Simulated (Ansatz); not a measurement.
Structure from Materials Project entry mp-1056702 (possibly hypothetical), not relaxed further. The listed cell was then made from it by scaling, straining or moving an atom.

Mg: DFT, PBE, all-electron PAW with datasets made for the crystal, scalar-relativistic (Ansatz 0.2.0). What sets it apart from a plain run of this crystal: volume scaled by 0.96.

Command: `ansatz run input.yaml --threads 1 --pin off --max-ram 3072MiB --backend cpu --events-out ev --progress --plain --runs-dir out` The run took 1.8 s on 1 thread of Arm Neoverse V2, with other jobs on the host, peak memory 0.25 GiB.

```yaml
crystal:
  lattice:
    - [0.0, 2.213924498, 2.213924498]
    - [2.213924498, 0.0, 2.213924498]
    - [2.213924498, 2.213924498, 0.0]
  atoms:
    - { symbol: Mg, position: [0.0, 0.0, 0.0] }
kpoints:
  mp_grid: { grid: [16, 16, 16] }
scf:
  occupations: { method: fermi_dirac, width: 0.03 }
hamiltonian:
  xc: pbe
  pseudopotentials: { kind: all_electron, datasets: crystal }
output:
  forces: true
  stress: true
  eigenvalues: true
  efg: { contact_densities: true }
```

Output (standing set-up lines are left out):

```
hamiltonian.pseudopotentials.datasets: crystal makes datasets for this crystal and solves the spheres of its atoms anew in each pass: cutoff 120.0 eV, the density's 480.0 eV; for an error of 0.50 meV an atom under PBE, 0.5 meV for the cell; an energy difference from a run of another recipe may be off by several times the error for the cell, under r2SCAN by more, where some 0.1 meV an atom stays at smaller errors; Mg in spheres of 1.376 Å, 2 of its electrons in bands
Pseudopotential: Mg, paw, valence charge 2, recommended cutoff 120 eV (normal), Koelling and Harmon's equation, gaussian nucleus
Crystal: 1 atoms, lattice volume = 21.703 Å³
Basis set: ecut = 120 eV, 59 PW (Γ), exchange–correlation on 24×24×24 points (8 copies of the dense FFT grid, shifted against one another)
iter 1 solved again at ethr=2.45e-3 eV; its pass at ethr=1.00e-1 eV (dr2=4.91e-2 eV) is discarded
SCF iter   1: F=—  HF=-5451.377856 eV  |F-HF|=—  |Δ(HF+E_count)|=         —  Δρ=1.38e-2  dr2=5.04e-2  ethr=2.45e-3  ⟨swp⟩=3.0  Hψ=4458  notcnv=0
preconditioner: auto → LDOS  [metal: Δε(μ)=0.028 eV  Ē_g=10.270 eV  σ=0.030 eV  W_gap=0.22  n_scr=0 (ndim 8)  ℏωp=11.3 eV  f_vac=0.011  D(μ)=0.76/eV (n_scr^D=8)  β→1.0]
iter 2 solved again at ethr=1.82e-4 eV; its pass at ethr=2.45e-3 eV (dr2=3.64e-3 eV) is discarded
SCF iter   2: F=—  HF=-5451.362724 eV  |F-HF|=—  |Δ(HF+E_count)|=   1.51e-2  Δρ=4.21e-3  dr2=3.65e-3  ethr=1.82e-4  ⟨swp⟩=2.1  Hψ=2504  notcnv=0  defer=6
SCF iter   3: F=—  HF=-5451.363032 eV  |F-HF|=—  |Δ(HF+E_count)|=   3.07e-4  Δρ=1.30e-3  dr2=3.15e-4  ethr=1.82e-4  ⟨swp⟩=2.0  Hψ=1039  notcnv=0  defer=1
SCF iter   4: F=—  HF=-5451.363113 eV  |F-HF|=—  |Δ(HF+E_count)|=   8.14e-5  Δρ=1.59e-4  dr2=3.66e-6  ethr=1.57e-5  ⟨swp⟩=2.1  Hψ=1818  notcnv=0  defer=3
SCF iter   5: F=—  HF=-5451.363118 eV  |F-HF|=—  |Δ(HF+E_count)|=   4.93e-6  Δρ=1.93e-5  dr2=4.46e-8  ethr=1.83e-7  ⟨swp⟩=2.0  Hψ=905  notcnv=0
SCF iter   6: F=-5451.363118 eV  HF=-5451.363118 eV  |F-HF|=2.03e-9  |Δ(HF+E_count)|=   5.98e-8  Δρ=3.82e-6  dr2=1.74e-9  ethr=2.23e-9  ⟨swp⟩=2.0  Hψ=883  notcnv=0
SCF 1 converged in 6 iterations: F = -5451.363117 eV  dr2 = 1.74e-9
  Residual-converged pass: ⟨swp⟩=2.3  Hψ=925  notcnv=0  max |occ|·‖R‖ = 3.7e-6 eV (tolerance 3.7e-6 eV)  dr2=1.70e-9  dr2_onsite=1.14e-10  max |Δocc| = 1.1e-10
  greatest PAW one-centre occupation: 0.220 electrons in one spin orbital (limit 2), on the Mg atom at site 0 (counted from 0), in its partial waves of l = 0
SCF converged after 6 iterations
Free energy (F): -5451.363117 eV
Harris-Foulkes:  -5451.363117 eV  (|F-HF|=2.03e-9)
Internal energy: -5451.361075 eV  (E = F + TS)
E sigma→0 (E₀):  -5451.362096 eV
Entropy (-TS):   -0.002042 eV (-2.042 meV/atom)
Past the cutoff: the bands carry plane waves up to 1.75 times it, of which those up to 1.5 times it add -0.000051 eV an atom, each by itself; the spheres take 0.000048 eV an atom off the energy for waves past 1.75 times it
By the cutoff:   a pressure is off by up to 0.004 GPa (1.2 times the spheres' own share and the shells' term, over an atom's volume, and 0.004 GPa: a bound that held against runs at twice the plane waves)
Past the cutoffs: a stress includes 0.0002 GPa for waves and charges beyond them, in addition to the slope of what the spheres take
In the spheres:  the bands' charges fall short by 2.1e-7 e at most (sound up to 1e-3)
Fermi energy:    5.824634 eV
--- Per-component energies (eV) ---
  The terms above E_closure are by the made datasets' own strengths, without shells solved beside the bands.
--- Forces (eV/Å), atoms counted from 1 ---
  atom   1  Mg     0.00000000     0.00000000     0.00000000
  max |Σ_I F_I| component: 3.85e-33 eV/Å
--- Stress (GPa, compression-positive) ---
        2.521043       0.000000       0.000000
       -0.000000       2.521043       0.000000
       -0.000000       0.000000       2.521043
  P = ⅓ Tr σ = 2.5210 GPa (25.210 kbar)
--- PAW observables at the nuclei: V_zz in 10²¹ V/m², potentials from the cell's mean, atoms counted from 1 ---
  atom   1  Mg V_zz =    -0.000000   η = 0.0000   by run symmetry: forbidden
            electrostatic potential = -1099.179296 V   contact ρ = 7805.475108 e/Å³
--- Band table (eV; the first three rows and the last of 145) ---
  k-point 0: bands = ["-1.3257", "18.5485", "18.5485"]
  k-point 1: bands = ["-1.2352", "17.1398", "18.3609"]
  k-point 2: bands = ["-0.9643", "15.0361", "17.9962"]
  k-point 144: bands = ["7.3168", "7.3168", "7.8117"]
```
